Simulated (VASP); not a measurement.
# KI (Pm-3m) in VASP: notebook, part 2 of 2

VASP 6.6.1. Earlier steps stand in the parts before.

**3. Single point, r2SCAN**

INCAR reads:

```
SYSTEM = KI
ADDGRID = .False.
ALGO = Normal
EDIFF = 1E-6
ENCUT = 250
ISIF = 2
ISMEAR = 0
LASPH = .True.
LCHARG = .False.
LMIXTAU = .True.
LREAL = .False.
LWAVE = .False.
METAGGA = R2SCAN
NBANDS = 15
NELM = 100
PREC = Accurate
SIGMA = 0.05
```

KPOINTS reads:

```
k-points
0
Gamma
  3 3 3
  0 0 0
```

POSCAR reads:

```
KI
1.0
    4.2911966600      0.0000000000      0.0000000000
    0.0000000000      4.2911966600      0.0000000000
    0.0000000000      0.0000000000      4.2911966600
I K
1 1
Direct
    0.5000000000      0.5000000000      0.5000000000
    0.0000000000      0.0000000000      0.0000000000
```

Potentials or basis: VASP PAW PBE potentials, release 64 (I, K_sv).

Run with:

```sh
cat potpaw_PBE.64/I/POTCAR potpaw_PBE.64/K_sv/POTCAR > POTCAR
mpirun -np 1 vasp_std > vasp.out
```

OUTCAR:

```text
SYSTEM = KI
   EDIFF = 1E-6
   ENCUT = 250
   ISIF = 2
   ISMEAR = 0
   LASPH = .True.
   LREAL = .False.
   METAGGA = R2SCAN
   NELM = 100
   PREC = Accurate

 Found      4 irreducible k-points:

 Following reciprocal coordinates:
            Coordinates               Weight
  0.000000  0.000000  0.000000      1.000000
  0.333333  0.000000  0.000000      6.000000
  0.333333  0.333333  0.000000     12.000000
  0.333333  0.333333  0.333333      8.000000
   k-points           NKPTS =      4   k-points in BZ     NKDIM =      4   number of bands    NBANDS=     15
   number of dos      NEDOS =    301   number of ions     NIONS =      2
[... 147 lines left out ...]
  FORCE on cell =-STRESS in cart. coord.  units (eV):
  Direction    XX          YY          ZZ          XY          YZ          ZX
  --------------------------------------------------------------------------------------
  -------------------------------------------------------------------------------------
  Total        0.0998531      0.0998531      0.0998531     -0.0000000      0.0000000     -0.0000000
  in kB        2.0245890      2.0245890      2.0245890     -0.0000000      0.0000000     -0.0000000
  external PRESSURE =       2.0245890 kB  Pullay stress =       0.0000000 kB

 VOLUME and BASIS-vectors are now :
 -----------------------------------------------------------------------------
  energy-cutoff  :      250.00
  volume of cell :       79.02
      direct lattice vectors                 reciprocal lattice vectors
     4.291196660  0.000000000  0.000000000     0.233035230  0.000000000  0.000000000
     0.000000000  4.291196660  0.000000000     0.000000000  0.233035230  0.000000000
     0.000000000  0.000000000  4.291196660     0.000000000  0.000000000  0.233035230

 POSITION                                       TOTAL-FORCE (eV/Angst)
 -----------------------------------------------------------------------------------
      2.14560      2.14560      2.14560         0.000000      0.000000      0.000000
      0.00000      0.00000      0.00000         0.000000      0.000000      0.000000
 -----------------------------------------------------------------------------------
    total drift:                               -0.000000      0.000000     -0.000000

  FREE ENERGIE OF THE ION-ELECTRON SYSTEM (eV)
  ---------------------------------------------------
  free  energy   TOTEN  =       -33.8043662035 eV

  energy  without entropy=      -33.8043662035  energy(sigma->0) =      -33.80436620
```

OSZICAR:

```text
N       E                     dE             d eps       ncg     rms          rms(c)
DAV:   1     0.248775141113E+02    0.24878E+02   -0.45766E+03   120   0.532E+02
DAV:   2    -0.341365325830E+02   -0.59014E+02   -0.56287E+02   155   0.163E+02
DAV:   3    -0.370432127800E+02   -0.29067E+01   -0.28942E+01   186   0.310E+01
DAV:   4    -0.371410431152E+02   -0.97830E-01   -0.97816E-01   157   0.470E+00
DAV:   5    -0.371429106745E+02   -0.18676E-02   -0.18675E-02   192   0.603E-01    0.275E+00
DAV:   6    -0.343036603176E+02    0.28393E+01   -0.11197E+00   194   0.868E+00    0.256E+00
DAV:   7    -0.337055860717E+02    0.59807E+00   -0.21451E-01   240   0.346E+00    0.119E+00
DAV:   8    -0.341768483647E+02   -0.47126E+00   -0.19081E-01   141   0.288E+00    0.423E-01
DAV:   9    -0.337258978021E+02    0.45095E+00   -0.19150E-01   127   0.304E+00    0.370E-01
DAV:  10    -0.337050832525E+02    0.20815E-01   -0.13925E-01   120   0.294E+00    0.241E-01
DAV:  11    -0.337990162217E+02   -0.93933E-01   -0.43213E-02   120   0.165E+00    0.263E-01
DAV:  12    -0.338033475063E+02   -0.43313E-02   -0.15051E-03   148   0.306E-01    0.104E-01
DAV:  13    -0.338041200889E+02   -0.77258E-03   -0.37635E-04   134   0.156E-01    0.234E-02
DAV:  14    -0.338043112525E+02   -0.19116E-03   -0.27082E-04   120   0.117E-01    0.243E-02
DAV:  15    -0.338042292101E+02    0.82042E-04   -0.14030E-04   120   0.909E-02    0.127E-02
DAV:  16    -0.338043631390E+02   -0.13393E-03   -0.86959E-05   120   0.696E-02    0.435E-03
DAV:  17    -0.338043658027E+02   -0.26637E-05   -0.26267E-06   162   0.111E-02    0.740E-03
DAV:  18    -0.338043662035E+02   -0.40085E-06   -0.93903E-08    67   0.238E-03
   1 F= -.33804366E+02 E0= -.33804366E+02  d E =-.500090E-12
```

stdout:

```text
POSCAR found type information on POSCAR I K
 POSCAR found :  2 types and       2 ions
 scaLAPACK will be used
 -----------------------------------------------------------------------------
|                                                                             |
|                                                                             |
|     You enforced a specific xc type in the INCAR file but a different       |
|     I HOPE YOU KNOW WHAT YOU ARE DOING!                                     |
|                                                                             |
 -----------------------------------------------------------------------------

 LDA part: xc-table for (None), standard interpolation
 POSCAR, INCAR and KPOINTS ok, starting setup
 FFT: planning ... GRIDC
 FFT: planning ... GRID_SOFT
 FFT: planning ... GRID
 WAVECAR not read
 entering main loop
```

Run time: 16 s. Hardware: 1 thread of Intel Xeon Platinum 8259CL at 2.50GHz (Skylake/Cascade Lake), shared host; peak memory 0.14 GiB.

The run converged, but a check on its numbers failed (symmetry, net force, bounds or a known fault of this set-up), so they aren't taken as properties of the crystal.

Caveat: the k mesh is coarse (spacing up to 0.49 Å⁻¹), so the values aren't converged; the cutoff lies under the usual one of these potentials, so the numbers hold a large basis-set error; the PAW data sets were made with another functional, which shifts forces and pressure a little; spin-orbit coupling is left out, which moves the levels of the heavy elements; an odd mesh through Γ misses points on the zone boundary, where band edges often lie.

**4. Single point, r2SCAN**

INCAR is that of step 3.

KPOINTS is that of step 3.

POSCAR reads:

```
KI
1.0
    4.2911966600      0.0000000000      0.0000000000
    0.0000000000      4.2911966600      0.0000000000
    0.0000000000      0.0000000000      4.2911966600
I K
1 1
Direct
    0.5065330000      0.4906340000      0.4946390000
   -0.0062690000      0.0032140000     -0.0010130000
```

Potentials or basis: VASP PAW PBE potentials, release 64 (I, K_sv).

Run with:

```sh
cat potpaw_PBE.64/I/POTCAR potpaw_PBE.64/K_sv/POTCAR > POTCAR
mpirun -np 1 vasp_std > vasp.out
```

OUTCAR:

```text
SYSTEM = KI
   EDIFF = 1E-6
   ENCUT = 250
   ISIF = 2
   ISMEAR = 0
   LASPH = .True.
   LREAL = .False.
   METAGGA = R2SCAN
   NELM = 100
   PREC = Accurate

 Found     14 irreducible k-points:

 Following reciprocal coordinates:
            Coordinates               Weight
  0.000000  0.000000  0.000000      1.000000
  0.333333  0.000000  0.000000      2.000000
  0.000000  0.333333  0.000000      2.000000
  0.000000  0.000000  0.333333      2.000000
  0.333333  0.333333  0.000000      2.000000
  0.000000  0.333333  0.333333      2.000000
   k-points           NKPTS =     14   k-points in BZ     NKDIM =     14   number of bands    NBANDS=     15
[... 185 lines left out ...]

  FORCE on cell =-STRESS in cart. coord.  units (eV):
  Direction    XX          YY          ZZ          XY          YZ          ZX
  --------------------------------------------------------------------------------------
  -------------------------------------------------------------------------------------
  Total        0.1100133      0.1104284      0.1119611     -0.0114874      0.0040632     -0.0041835
  in kB        2.2305935      2.2390100      2.2700864     -0.2329152      0.0823841     -0.0848241
  external PRESSURE =       2.2465633 kB  Pullay stress =       0.0000000 kB

 VOLUME and BASIS-vectors are now :
 -----------------------------------------------------------------------------
  energy-cutoff  :      250.00
  volume of cell :       79.02
      direct lattice vectors                 reciprocal lattice vectors
     4.291196660  0.000000000  0.000000000     0.233035230  0.000000000  0.000000000
     0.000000000  4.291196660  0.000000000     0.000000000  0.233035230  0.000000000
     0.000000000  0.000000000  4.291196660     0.000000000  0.000000000  0.233035230

 POSITION                                       TOTAL-FORCE (eV/Angst)
 -----------------------------------------------------------------------------------
      2.17363      2.10541      2.12259        -0.035748      0.034368      0.012835
      4.26430      0.01379      4.28685         0.035748     -0.034368     -0.012835
 -----------------------------------------------------------------------------------
    total drift:                               -0.001460      0.000608      0.002566

  FREE ENERGIE OF THE ION-ELECTRON SYSTEM (eV)
  ---------------------------------------------------
  free  energy   TOTEN  =       -33.8022411979 eV

  energy  without entropy=      -33.8022411979  energy(sigma->0) =      -33.80224120
```

Wall time 24 s (1 thread of Intel Xeon Platinum 8259CL at 2.50GHz (Skylake/Cascade Lake), shared host); peak memory 0.14 GiB.

The run converged, but a check on its numbers failed (symmetry, net force, bounds or a known fault of this set-up), so they aren't taken as properties of the crystal.

Caveat: the k mesh is coarse (spacing up to 0.49 Å⁻¹), so the values aren't converged; the cutoff lies under the usual one of these potentials, so the numbers hold a large basis-set error; the PAW data sets were made with another functional, which shifts forces and pressure a little; spin-orbit coupling is left out, which moves the levels of the heavy elements; an odd mesh through Γ misses points on the zone boundary, where band edges often lie.

**5. Single point, r2SCAN**

Changes to INCAR since step 4:

```diff
@@ -4,3 +4,3 @@
 EDIFF = 1E-6
-ENCUT = 250
+ENCUT = 700
 ISIF = 2
```

KPOINTS reads:

```
k-points
0
Gamma
  2 2 2
  0 0 0
```

POSCAR reads:

```
KI
1.0
    4.2911966600      0.0000000000      0.0000000000
    0.0000000000      4.2911966600      0.0000000000
    0.0000000000      0.0000000000      4.2911966600
I K
1 1
Direct
    0.5000000000      0.5000000000      0.5000000000
    0.0000000000      0.0000000000      0.0000000000
```

Run with:

```sh
cat potpaw_PBE.64/I/POTCAR potpaw_PBE.64/K_sv/POTCAR > POTCAR
mpirun -np 1 vasp_std > vasp.out
```

Wall time 48 s (1 thread of Intel Xeon Platinum 8259CL at 2.50GHz (Skylake/Cascade Lake), shared host); peak memory 0.25 GiB.

The run converged, but some of its settings lie outside the range that counts as converged, so its numbers aren't taken as properties of the crystal.

What came out:

```
Free energy            : -33.4775 eV
Pressure               : 1.8 GPa
Band gap on the k mesh : 3.94 eV, indirect (least direct gap 4.30 eV)
```

Caveat: the k mesh is coarse (spacing up to 0.73 Å⁻¹), so the values aren't converged; the PAW data sets were made with another functional, which shifts forces and pressure a little; spin-orbit coupling is left out, which moves the levels of the heavy elements.

**6. Single point, r2SCAN**

INCAR is that of step 5.

KPOINTS is that of step 5.

POSCAR reads:

```
KI
1.0
    4.2911966600      0.0000000000      0.0000000000
    0.0000000000      4.2911966600      0.0000000000
    0.0000000000      0.0000000000      4.2911966600
I K
1 1
Direct
    0.5065330000      0.4906340000      0.4946390000
   -0.0062690000      0.0032140000     -0.0010130000
```

Potentials or basis: VASP PAW PBE potentials, release 64 (I, K_sv).

Run with:

```sh
cat potpaw_PBE.64/I/POTCAR potpaw_PBE.64/K_sv/POTCAR > POTCAR
mpirun -np 1 vasp_std > vasp.out
```

Wall time 68 s (1 thread of Intel Xeon Platinum 8259CL at 2.50GHz (Skylake/Cascade Lake), shared host); peak memory 0.25 GiB.

The run converged, but some of its settings lie outside the range that counts as converged, so its numbers aren't taken as properties of the crystal.

What came out:

```yaml
Free_energy: -33.4761 eV
Pressure: 1.8 GPa
Largest_force: 0.035 eV/Å
Band_gap_on_the_k_mesh: 3.94 eV, indirect (least direct gap 4.31 eV)
```

Caveat: the k mesh is coarse (spacing up to 0.73 Å⁻¹), so the values aren't converged; the PAW data sets were made with another functional, which shifts forces and pressure a little; spin-orbit coupling is left out, which moves the levels of the heavy elements.

**7. The reference run**

An earlier run on the cell as given: functional PBE; potentials or basis VASP PAW PBE potentials, release 64 (I, K_sv); cutoff 520 eV; k mesh 6 × 6 × 6; occupations fermi-dirac, width 0.05 eV; no spin polarisation.

- Pressure: 0.5 GPa
- Band gap on the k mesh: 3.33 eV, indirect (least direct gap 3.69 eV)
